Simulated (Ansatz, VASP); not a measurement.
# One calculation of Cl, two programs

```
CELL_PARAMETERS angstrom
3.66815 0.00000 0.00000
-1.83407 3.17671 0.00000
0.00000 0.00000 3.92422
ATOMIC_POSITIONS crystal
Cl 0.33333 0.66667 0.25000
Cl 0.66667 0.33333 0.75000
```

Alike in both runs: functional PBE; k mesh 19 × 19 × 10; occupations fermi-dirac, width 0.03 eV; no spin polarisation.

Ansatz relaxed the structure, and its values are those at the end. VASP's run is a single point on that final structure, the one shown.

|  | VASP | Ansatz |
| --- | --- | --- |
| version | VASP 6.6.1 | Ansatz 0.2.0 |
| potentials or method | VASP PAW PBE potentials, release 64 (Cl) | PAW with Ansatz's default frozen-core files, scalar-relativistic |
| plane-wave cutoff (eV) | 520 | 420 |
| valence electrons in the cell | 14 | 14 |

|  | VASP | Ansatz | Ansatz less VASP |
| --- | --- | --- | --- |
| pressure (GPa) | -0.1 | 0.0 | +0.10 |
